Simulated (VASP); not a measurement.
# BAs (F-43m) in VASP: further runs, part 2 of 2

VASP 6.6.1. Earlier steps stand in the parts before.

### Step 3. Dielectric tensor, PBEsol

INCAR

```
PREC = Accurate
ENCUT = 600
EDIFF = 1E-8
ISMEAR = 0
SIGMA = 0.03
LREAL = F
LASPH = T
NELM = 80
ALGO = Fast
ISIF = 2
LWAVE = F
LCHARG = F
GGA = PS
LEPSILON = T
```

KPOINTS

```
regular mesh
0
Monkhorst-Pack
  16 16 16
```

POSCAR

```
BAs                                     
1.0
    0.0000000000      2.3887624052      2.3887624052
    2.3887624052     -0.0000000000      2.3887624052
    2.3887624052      2.3887624052      0.0000000000
  B               As            
     1     1
Direct
     0.0000000000000000    0.0000000000000000    0.0000000000000000
     0.2500000000000000    0.2500000000000000    0.2500000000000000
```

Potentials or basis: VASP PAW PBE potentials, release 64 (B, As).

Launch:

```console
cat potpaw_PBE.64/B/POTCAR potpaw_PBE.64/As/POTCAR > POTCAR
mpirun -np 1 vasp_std > vasp.out
```

OUTCAR:

```text
PREC = Accurate
   ENCUT = 600
   EDIFF = 1E-8
   ISMEAR = 0
   LREAL = F
   LASPH = T
   NELM = 80
   ISIF = 2
   GGA = PS
   LEPSILON = T

 ion  position               nearest neighbor table
   1  0.000  0.000  0.000-   2 2.07   2 2.07   2 2.07   2 2.07
   2  0.250  0.250  0.250-   1 2.07   1 2.07   1 2.07   1 2.07

  LATTYP: Found a face centered cubic cell.
 ALAT       =     4.7775248104

  Lattice vectors:

 A1 = (   0.0000000000,   2.3887624052,   2.3887624052)
 A2 = (   2.3887624052,   0.0000000000,   2.3887624052)
 A3 = (   2.3887624052,   2.3887624052,   0.0000000000)

Analysis of symmetry for initial positions (statically):
=====================================================================
 Subroutine PRICEL returns:
 Original cell was already a primitive cell.

 Routine SETGRP: Setting up the symmetry group for a
 face centered cubic supercell.

 Subroutine GETGRP returns: Found 24 space group operations
 (whereof 24 operations were pure point group operations)
 out of a pool of 48 trial point group operations.

The static configuration has the point symmetry T_d .

Analysis of symmetry for dynamics (positions and initial velocities):
=====================================================================
 Subroutine PRICEL returns:
 Original cell was already a primitive cell.

 Routine SETGRP: Setting up the symmetry group for a
 face centered cubic supercell.

 Subroutine GETGRP returns: Found 24 space group operations
 (whereof 24 operations were pure point group operations)
 out of a pool of 48 trial point group operations.

The dynamic configuration has the point symmetry T_d .

 Subroutine INISYM returns: Found 24 space group operations
 (whereof 24 operations are pure point group operations),
 and found     1 'primitive' translations

----------------------------------------------------------------------------------------

                                     Primitive cell

  volume of cell :      27.2614

  direct lattice vectors                    reciprocal lattice vectors
     0.000000000  2.388762405  2.388762405    -0.209313408  0.209313408  0.209313408
     2.388762405  0.000000000  2.388762405     0.209313408 -0.209313408  0.209313408
     2.388762405  2.388762405  0.000000000     0.209313408  0.209313408 -0.209313408

  length of vectors
     3.378220191  3.378220191  3.378220191     0.362541457  0.362541457  0.362541457

  position of ions in fractional coordinates (direct lattice)
     0.000000000  0.000000000  0.000000000
     0.250000000  0.250000000  0.250000000

  ion indices of the primitive-cell ions
   primitive index   ion index
                 1           1
                 2           2

----------------------------------------------------------------------------------------

 KPOINTS: regular mesh

Automatic generation of k-mesh.
 Grid dimensions read from file:
[... 374 lines left out ...]
      5       9.1668      0.00000
      6      10.6177      0.00000
      7      11.1886      0.00000
      8      15.0180      0.00000

 [... further k-points ...]

  FORCE on cell =-STRESS in cart. coord.  units (eV):
  Direction    XX          YY          ZZ          XY          YZ          ZX
  --------------------------------------------------------------------------------------
  -------------------------------------------------------------------------------------
  Total        0.0013919      0.0013919      0.0013919      0.0000000      0.0000000     -0.0000000
  in kB        0.0818007      0.0818007      0.0818007      0.0000000      0.0000000     -0.0000000
  external PRESSURE =       0.0818007 kB  Pullay stress =       0.0000000 kB

 VOLUME and BASIS-vectors are now :
 -----------------------------------------------------------------------------
  energy-cutoff  :      600.00
  volume of cell :       27.26
      direct lattice vectors                 reciprocal lattice vectors
     0.000000000  2.388762405  2.388762405    -0.209313408  0.209313408  0.209313408
     2.388762405  0.000000000  2.388762405     0.209313408 -0.209313408  0.209313408
     2.388762405  2.388762405  0.000000000     0.209313408  0.209313408 -0.209313408

 POSITION                                       TOTAL-FORCE (eV/Angst)
 -----------------------------------------------------------------------------------
      0.00000      0.00000      0.00000        -0.000000     -0.000000     -0.000000
      1.19438      1.19438      1.19438         0.000000      0.000000      0.000000
 -----------------------------------------------------------------------------------
    total drift:                               -0.000000     -0.000000     -0.000000

  FREE ENERGIE OF THE ION-ELECTRON SYSTEM (eV)
  ---------------------------------------------------
  free  energy   TOTEN  =       -12.2052021707 eV

  energy  without entropy=      -12.2052021707  energy(sigma->0) =      -12.20520217

 HEAD OF MICROSCOPIC STATIC DIELECTRIC TENSOR (INDEPENDENT PARTICLE, excluding Hartree and local field effects)
 ------------------------------------------------------
          10.248643     0.000000    -0.000000
          -0.000000    10.248643     0.000000
           0.000000     0.000000    10.248643
 ------------------------------------------------------

 Free energy of the ion-electron system (eV)
  ---------------------------------------------------
  ---------------------------------------------------
  free energy    TOTEN  =        -0.71708865 eV

  energy without entropy =       -0.71708865

------------------------ aborting loop because EDIFF is reached ----------------------------------------

--------------------------------------- Ionic step        2  -------------------------------------------

------------------------ aborting loop because EDIFF is reached ----------------------------------------

--------------------------------------- Ionic step        3  -------------------------------------------

 Free energy of the ion-electron system (eV)
  ---------------------------------------------------
  ---------------------------------------------------
  free energy    TOTEN  =        -0.71708828 eV

  energy without entropy =       -0.71708828

------------------------ aborting loop because EDIFF is reached ----------------------------------------

 PIEZOELECTRIC TENSOR FIELD DIRECTION 3  (e Angst)
 -----------------------------------------------------------------------------
    -0.00069  0.15305  0.00000           ( -0.00000  0.09432  0.00000)
     0.15305 -0.00069  0.00000           (  0.09432 -0.00000  0.00000)
     0.00000  0.00000  0.00092           (  0.00000  0.00000 -0.00000)

 PIEZOELECTRIC TENSOR FIELD DIRECTION 3  (C/m^2)
 -----------------------------------------------------------------------------
    -0.00040  0.08995  0.00000
     0.08995 -0.00040  0.00000
     0.00000  0.00000  0.00054

 MACROSCOPIC STATIC DIELECTRIC TENSOR (including local field effects in DFT)
 ------------------------------------------------------
           9.871121    -0.000000     0.000000
           0.000000     9.871121    -0.000000
           0.000000    -0.000000     9.871121
 ------------------------------------------------------

 PIEZOELECTRIC TENSOR (including local field effects)  for field in x, y, z        (e  Angst)
          XX          YY          ZZ          XY          YZ          ZX
  --------------------------------------------------------------------------------
  x     0.00000    -0.00000    -0.00000     0.00000     0.15209     0.00000
  y     0.00000     0.00000    -0.00000     0.00000     0.00000     0.15209
  z     0.00000     0.00000    -0.00000     0.15209    -0.00000     0.00000

 PIEZOELECTRIC TENSOR (including local field effects)  for field in x, y, z        (C/m^2)
          XX          YY          ZZ          XY          YZ          ZX
  --------------------------------------------------------------------------------
  x     0.00000    -0.00000    -0.00000     0.00000     0.08939     0.00000
  y     0.00000     0.00000    -0.00000     0.00000     0.00000     0.08939
  z     0.00000     0.00000    -0.00000     0.08939    -0.00000     0.00000

 BORN EFFECTIVE CHARGES (including local field effects) (in |e|, cummulative output)
 ---------------------------------------------------------------------------------
 ion    1
    1    -0.50583     0.00000     0.00000
    2     0.00000    -0.50583     0.00000
    3     0.00000     0.00000    -0.50583
 ion    2
    1     0.50583     0.00000     0.00000
    2     0.00000     0.50583     0.00000
    3     0.00000     0.00000     0.50583
```

Wall time 16 min (1 thread of Intel Xeon 6975P-C (Granite Rapids), shared host); peak memory 1.4 GiB.

Results:

| Item | Value |
| --- | --- |
| Electronic dielectric tensor (diagonal) | 9.87 |
| Born charges (mean of the diagonal) | B -0.51; As +0.51 e |

Levels at points of the mesh, in eV from the valence-band top:
| k point | band 1 | band 2 | band 3 | band 4 | band 5 | band 6 | band 7 | band 8 |
| --- | --- | --- | --- | --- | --- | --- | --- | --- |
| (0.03, 0.03, 0.03) | -15.38 | -0.14 | 0.00 | 0.00 | 3.32 | 3.32 | 3.32 | 4.80 |

Electronic dielectric tensor:
```
9.87 0.00 0.00
0.00 9.87 0.00
0.00 0.00 9.87
```

Born effective charge tensors (e):
atom 1, B
```
-0.51  0.00  0.00
 0.00 -0.51  0.00
 0.00  0.00 -0.51
```
atom 2, As
```
0.51 0.00 0.00
0.00 0.51 0.00
0.00 0.00 0.51
```

Caveat: the PAW data sets were made with another functional, which shifts forces and pressure a little.

### Step 4. Phonons, PBEsol, target pressure -1.5 GPa, at which the enthalpy is minimised

POSCAR

```
BAs
1.0
    0.0000000000      2.3885000000      2.3885000000
    2.3885000000      0.0000000000      2.3885000000
    2.3885000000      2.3885000000      0.0000000000
  B               As
     1     1
Direct
     0.0000000000000000    0.0000000000000000    0.0000000000000000
     0.2500000000000000    0.2500000000000000    0.2500000000000000
```

INCAR.step1

```
PREC = Accurate
ENCUT = 600
EDIFF = 1E-8
ISMEAR = 0
SIGMA = 0.03
LREAL = F
LASPH = T
NELM = 80
ALGO = Fast
ISIF = 3
LWAVE = F
LCHARG = F
GGA = PS
PSTRESS = -15.0
IBRION = 2
NSW = 40
EDIFFG = -0.002
```

INCAR.step2

```
PREC = Accurate
ENCUT = 600
EDIFF = 1E-8
ISMEAR = 0
SIGMA = 0.03
LREAL = F
LASPH = T
NELM = 80
ALGO = Fast
ISIF = 2
LWAVE = F
LCHARG = F
GGA = PS
PSTRESS = -15.0
IBRION = 6
NFREE = 2
POTIM = 0.015
NSW = 1
```

KPOINTS

```
regular mesh
0
Gamma
  10 10 10
```

Potentials or basis: VASP PAW PBE potentials, release 64 (B, As).

Launch:

```console
cat potpaw_PBE.64/B/POTCAR potpaw_PBE.64/As/POTCAR > POTCAR
cp INCAR.step1 INCAR
mpirun -np 1 vasp_std > vasp.out
cp CONTCAR POSCAR
cp INCAR.step2 INCAR
mpirun -np 1 vasp_std > vasp.out
```

OUTCAR:

```text
PREC = Accurate
   ENCUT = 600
   EDIFF = 1E-8
   ISMEAR = 0
   LREAL = F
   LASPH = T
   NELM = 80
   ISIF = 2
   GGA = PS
   PSTRESS = -15.0
   IBRION = 6
   NFREE = 2
   POTIM = 0.015
   NSW = 1

 ion  position               nearest neighbor table
   1  0.000  0.000  0.000-   2 2.08   2 2.08   2 2.08   2 2.08
   2  0.250  0.250  0.250-   1 2.08   1 2.08   1 2.08   1 2.08

  LATTYP: Found a face centered cubic cell.
 ALAT       =     4.7949153454

  Lattice vectors:

 A1 = (   0.0000000000,   2.3974576727,   2.3974576727)
 A2 = (   2.3974576727,   0.0000000000,   2.3974576727)
 A3 = (   2.3974576727,   2.3974576727,   0.0000000000)

Analysis of symmetry for initial positions (statically):
=====================================================================
 Subroutine PRICEL returns:
[... 615 lines left out ...]
  -------------------------------------------------------------------------------------
  Total       -0.2568398     -0.2534739     -0.2534739      0.0000000      0.1068249      0.0000000
  in kB      -14.9310412    -14.7353686    -14.7353686      0.0000000      6.2101231      0.0000000
  external PRESSURE =       0.1994072 kB  Pullay stress =     -15.0000000 kB
[... 21 lines left out ...]
  energy  without entropy=      -12.2016073800  energy(sigma->0) =      -12.20160738

  enthalpy is  TOTEN    =       -12.4596334083 eV   P V=       -0.2580260283

 INTERNAL STRAIN TENSORS FROM DISPLACED ATOMS
 ============================================

 INTERNAL STRAIN TENSOR FOR ION    1 for displacements in x,y,z  (eV/Angst):
          X           Y           Z          XY          YZ          ZX
  --------------------------------------------------------------------------------
  x    -0.00000     0.00000     0.00000     0.00000     7.11970     0.00000
  y     0.00000    -0.00000     0.00000     0.00000     0.00000     7.11970
  z     0.00000     0.00000    -0.00000     7.11970     0.00000     0.00000

 INTERNAL STRAIN TENSOR FOR ION    2 for displacements in x,y,z  (eV/Angst):
          X           Y           Z          XY          YZ          ZX
  --------------------------------------------------------------------------------
  x     0.00000    -0.00000    -0.00000     0.00000    -7.12321     0.00000
  y    -0.00000    -0.00000    -0.00000     0.00000     0.00000    -7.12321
  z    -0.00000    -0.00000     0.00000    -7.12321     0.00000     0.00000

 Eigenvectors and eigenvalues of the dynamical matrix
 ----------------------------------------------------

   1 f  =   20.509472 THz   128.864814 2PiTHz  684.122353 cm-1    84.820323 meV
             X         Y         Z           dx          dy          dz
      0.000000  0.000000  0.000000     0.000000   -0.934824    0.000000
      1.198729  1.198729  1.198729     0.000000    0.355112    0.000000
[... 21 lines left out ...]
   6 f/i=    0.000116 THz     0.000728 2PiTHz    0.003866 cm-1     0.000479 meV
             X         Y         Z           dx          dy          dz
      0.000000  0.000000  0.000000    -0.038929   -0.334680    0.112154
      1.198729  1.198729  1.198729    -0.102479   -0.881037    0.295242

 ELASTIC MODULI CONTR FROM IONIC RELAXATION (kBar)
 Direction    XX          YY          ZZ          XY          YZ          ZX
 --------------------------------------------------------------------------------
 XX          -0.0000     -0.0000      0.0000     -0.0000      0.0000     -0.0000
 YY          -0.0000     -0.0000     -0.0000     -0.0000     -0.0000     -0.0000
 ZZ           0.0000     -0.0000     -0.0000      0.0000     -0.0000     -0.0000
 XY          -0.0000     -0.0000      0.0000   -181.3112      0.0000      0.0000
 YZ           0.0000     -0.0000     -0.0000      0.0000   -181.3112      0.0000
 ZX          -0.0000     -0.0000     -0.0000      0.0000      0.0000   -181.3112
 --------------------------------------------------------------------------------
```

OSZICAR.step1:

```text
N       E                     dE             d eps       ncg     rms          rms(c)
DAV:   1     0.125436129808E+02    0.12544E+02   -0.42056E+03   752   0.980E+02
DAV:   2    -0.124866728253E+02   -0.25030E+02   -0.24405E+02  1096   0.112E+02
DAV:   3    -0.128122556614E+02   -0.32558E+00   -0.32558E+00   872   0.171E+01
DAV:   4    -0.128127198722E+02   -0.46421E-03   -0.46421E-03  1144   0.675E-01
[... 30 lines left out ...]
RMM:   6    -0.122033702415E+02    0.54717E-07   -0.18063E-07   752   0.402E-03    0.820E-04
RMM:   7    -0.122033702566E+02   -0.15061E-07   -0.28083E-08   645   0.146E-03    0.146E-03
RMM:   8    -0.122033702387E+02    0.17864E-07   -0.53103E-09   553   0.624E-04    0.133E-03
RMM:   9    -0.122033702065E+02    0.32235E-07   -0.17045E-09   542   0.320E-04    0.434E-04
RMM:  10    -0.122033702030E+02    0.34490E-08   -0.18969E-11   317   0.120E-04
   3 F= -.12461396E+02 E0= -.12461396E+02  d E =-.147405E-02
```

Wall time 66 s (1 thread of Intel Xeon 6975P-C (Granite Rapids), shared host); peak memory 0.23 GiB.

Results:

| Property | Result |
| --- | --- |
| Relaxed volume | 13.78 Å³/atom |
| Relaxed cell | a = 3.391 Å, b = 3.391 Å, c = 3.391 Å, α = 60.00°, β = 60.00°, γ = 60.00° |
| Space group after relaxing (to 0.05 Å) | F-43m (No. 216) |
| Highest phonon frequency at Γ, LO-TO splitting left out | 684 cm⁻¹ |

The path:
```
step  energy change (eV)  largest force (eV/Å)  pressure (GPa)  volume (Å³)
   1              0.0000                0.0000            0.05        27.25
   2              0.0041                0.0000           -2.53        27.78
   3              0.0014                0.0000           -1.49        27.56
```

Final structure:
```
CELL_PARAMETERS angstrom
0.00000 2.39746 2.39746
2.39746 0.00000 2.39746
2.39746 2.39746 0.00000
ATOMIC_POSITIONS crystal
B 0.00000 0.00000 0.00000
As 0.25000 0.25000 0.25000
```

Phonon frequencies in cm⁻¹ (negative: imaginary):
```tsv
q point	frequencies
(0.000, 0.000, 0.000)	0 0 0 684 684 684
```

Caveat: the PAW data sets were made with another functional, which shifts forces and pressure a little.
